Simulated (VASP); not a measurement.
# MgI₂: convergence, charged layer

MgI₂, sheet, 3 atoms in the cell. PBE; PAW potentials I, Mg (PBE set). VASP 6.6.1.

Wanted: energies over the neutral cell within 0.003 eV.

Starting cell: layer relaxed first with the same functional; Charge step (e per cell): 0.1.

POSCAR of the starting run:
```
MgI2
1.0
    4.2021690308      0.0000000000      0.0000000000
    6.3032535461      3.6391851317      0.0000000000
    0.0000000000      0.0000000000     17.3465053608
I Mg
2 1
Direct
    0.0000000000      0.0000000000      0.4035394942
    0.0000000002      0.3333333332      0.5964605058
    0.0000000001      0.6666666666      0.4999999998
```

The series start from vacuum (Å): 14; truncation: LCOARSEN F, default padding; k spacing (1/Å): 0.2; Cutoff ENCUT (eV): 260; PREC: Accurate; ALGO: Normal. Each series keeps the choices made before it, and each single choice may use up half of a tolerance. Times cover all steps of a run.

## Vacuum (Å)

| Vacuum (Å) | Energies over the neutral cell, largest deviation (eV) | Time (s) |
|---|---|---|
| 8 | 0.0006 | 33 |
| 11 | 0.0002 | 48 |
| 14 | 0.0001 | 74 |
| 18 (reference) | 0.0000 | 77 |

Chosen: 8, the loosest value from which every tighter one stays within half of the tolerance.

## Truncation

| Truncation | Energies over the neutral cell, largest deviation (eV) | Time (s) |
|---|---|---|
| LCOARSEN F, default padding | 0.0000 | 33 |
| LCOARSEN T | 0.0000 | 32 |
| IPAD 1, FACTOR 0.5 | 0.1745 | 38 |

Chosen: LCOARSEN F, default padding; no other choice that stays within half of the tolerance saves 30 % of the time.

## k spacing (1/Å)

| k spacing (1/Å) | Energies over the neutral cell, largest deviation (eV) | Time (s) |
|---|---|---|
| 0.5 | 0.0028 | 18 |
| 0.3 | 0.0010 | 24 |
| 0.2 | 0.0001 | 33 |
| 0.1 (reference) | 0.0000 | 79 |

Chosen: 0.3.

## Cutoff ENCUT (eV)

| Cutoff ENCUT (eV) | Energies over the neutral cell, largest deviation (eV) | Time (s) |
|---|---|---|
| 200 | 0.0000 | 18 |
| 230 | 0.0000 | 20 |
| 260 | 0.0000 | 24 |
| 360 (reference) | 0.0000 | 45 |

Chosen: 200.

## PREC

| PREC | Energies over the neutral cell, largest deviation (eV) | Time (s) |
|---|---|---|
| Accurate | 0.0000 | 18 |
| Normal | 0.0000 | 9.6 |

Chosen: Normal, the fastest of those that stay within half of the tolerance.

## ALGO

| ALGO | Energies over the neutral cell, largest deviation (eV) | Time (s) |
|---|---|---|
| Normal | 0.0000 | 9.6 |
| Fast | 0.0000 | 9.8 |

Chosen: Normal.

## All choices together

| Input | Energies over the neutral cell, largest deviation (eV) | Time (s) |
|---|---|---|
| uniform background, no truncation (naive) | 0.2236 | 63 |
| chosen settings | 0.0014 | 9.6 |
| reference settings throughout | 0.0000 | 463 |

The tolerance is met.

Values of the reference run: Energies over the neutral cell: 0.566, 0.3027, 0 eV over the neutral cell.

## The input

INCAR.step1:
```
SYSTEM = MgI2
PREC = Normal
ENCUT = 200
EDIFF = 1E-6
ISMEAR = 0
SIGMA = 0.05
LREAL = .False.
LASPH = .True.
ALGO = Normal
NELM = 150
LWAVE = .False.
LCHARG = .False.
GGA = PE
KPAR = 4
KERNEL_TRUNCATION/LTRUNCATE = .True.
KERNEL_TRUNCATION/IDIMENSIONALITY = 2
KERNEL_TRUNCATION/ISURFACE = 3
KERNEL_TRUNCATION/LCOARSEN = .False.
```

INCAR.step2, as INCAR.step1 but for:
```
+ NELECT = 15.9
```

INCAR.step3 changes the same tag again: NELECT = 15.95.

KPOINTS:
```
Automatic mesh
0
Gamma
  10 6 1
  0 0 0
```

POSCAR:
```
MgI2
1.0
    4.2021690308      0.0000000000      0.0000000000
    6.3032535461      3.6391851317      0.0000000000
    0.0000000000      0.0000000000     11.3465053608
I Mg
2 1
Direct
    0.0000000000      0.0000000000      0.3525314511
    0.0000000002      0.3333333332      0.6474685489
    0.0000000001      0.6666666666      0.4999999997
```

Commands (each step's output is kept before the next begins):
```
cat potpaw_PBE.64/I/POTCAR potpaw_PBE.64/Mg/POTCAR > POTCAR
cp INCAR.step1 INCAR
mpirun -np 4 vasp_std > vasp.out
rm WAVECAR CHG
cp INCAR.step2 INCAR
mpirun -np 4 vasp_std > vasp.out
rm WAVECAR CHG
cp INCAR.step3 INCAR
mpirun -np 4 vasp_std > vasp.out
```

Limits: An infinite charged layer has no vacuum level far away: the truncated interaction sets the zero in the layer itself, so the energy per hole falls with the charge and equals the ionisation potential only at small charge.

The chosen input took VASP 6.6.1 9.6 s on 4 cores (Intel Xeon 6975P-C (Granite Rapids)), a shared host.

## An input that fails: charged slab in a uniform background, wide vacuum

It runs to its end, but against the unchanged starting input it is off by 0.0680 eV in the energies over the neutral cell.

Vacuum (Å): 14 becomes 24.

Changes against the starting input:
```
(all steps)
- KERNEL_TRUNCATION/LTRUNCATE = True
- KERNEL_TRUNCATION/IDIMENSIONALITY = 2
- KERNEL_TRUNCATION/ISURFACE = 3
- KERNEL_TRUNCATION/LCOARSEN = False
(POSCAR)
-    0.0000000000      0.0000000000     17.3465053608
+    0.0000000000      0.0000000000     27.3465053608
-    0.0000000000      0.0000000000      0.4035394942
-    0.0000000002      0.3333333332      0.5964605058
-    0.0000000001      0.6666666666      0.4999999998
+    0.0000000000      0.0000000000      0.4388129248
+    0.0000000002      0.3333333332      0.5611870752
+    0.0000000001      0.6666666666      0.4999999999
```
